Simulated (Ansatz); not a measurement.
BeTe:

```
Te Be
1.0
     0.00000    2.77000    2.77000
     2.77000    0.00000    2.77000
     2.77000    2.77000    0.00000
Te Be
1 1
Direct
  0.75000 0.75000 0.75000
  0.00000 0.00000 0.00000
```

| Quantity | Value |
| --- | --- |
| Program | Ansatz 0.2.0 |
| Task | relaxation of cell and atoms |
| Functional | B3LYP |
| Potentials or basis | Ansatz PAW |
| Cutoff | 420 eV (not typed: the program's choice for these potentials) |
| k mesh | 4 × 4 × 4 |
| Occupations | fermi-dirac, width 0.05 eV |
| Spin | no spin polarisation |

At the start: volume 21.25 Å³/atom.

Where does the relaxation end?

It ends after 5 steps and the volume is 23.33 Å³/atom (+9.7 %); space group F-43m (No. 216, to 0.05 Å).

Step by step:
```
step  energy change (eV)  largest force (eV/Å)  volume (Å³)
   1              0.0000                0.0000        42.51
   2             -0.0661                0.0000        48.10
   3             -0.0734                0.0000        46.85
   4             -0.0736                0.0000        46.65
   5             -0.0744                0.0000        46.65
```

Final structure:
```xyz
2
Lattice="0.0000 2.8572 2.8572 2.8572 0.0000 2.8572 2.8572 2.8572 0.0000" Properties=species:S:1:pos:R:3 pbc="T T T"
Te    4.2858    4.2858    4.2858
Be    0.0000    0.0000    0.0000
```

Caveat: the k mesh is coarse (spacing up to 0.49 Å⁻¹), so the values aren't converged, least of all with exact exchange; the plane-wave basis is chosen anew once the cell has moved, so the energies of steps on either side of that aren't comparable; the PAW data sets come from PBE, with cores solved anew for the run's functional, which leaves a small shift of forces and pressure.
